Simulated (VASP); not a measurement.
Input of a VASP 6.6.1 run:

File INCAR:

```
ALGO = Fast
EDIFF = 1E-6
ENCUT = 520
GGA = CA
ISIF = 2
ISMEAR = 0
LASPH = T
LCHARG = F
LNONCOLLINEAR = T
LORBIT = 11
LREAL = F
LWAVE = F
MAGMOM = 0.118 -0.173 0.201
NBANDS = 36
NELM = 150
PREC = Accurate
SIGMA = 0.1
```

KPOINTS

```
k-points
0
Gamma
  8 8 8
```

The input POSCAR:

```
Lu
1.0
   -1.9541071088      1.9541071088      1.9541071088
    1.9541071088     -1.9541071088      1.9541071088
    1.9541071088      1.9541071088     -1.9541071088
Lu
1
Direct
    0.0000000000      0.0000000000      0.0000000000
```

Potentials or basis: VASP PAW PBE potentials, release 64 (Lu).

The run is started by

```bash
$ cat potpaw_PBE.64/Lu/POTCAR > POTCAR
$ mpirun -np 1 vasp_ncl > vasp.out
```

Question: What does it give for the pressure?

Answer: -5.4 GPa.

Question: What does it give for the net moment?

Answer: 0.00 μB per cell.

Moments on the atoms (μB; x, y, z):
```
Lu  0.00 0.00 0.00
```

Caveat: the PAW data sets were made with another functional, which shifts forces and pressure a little.
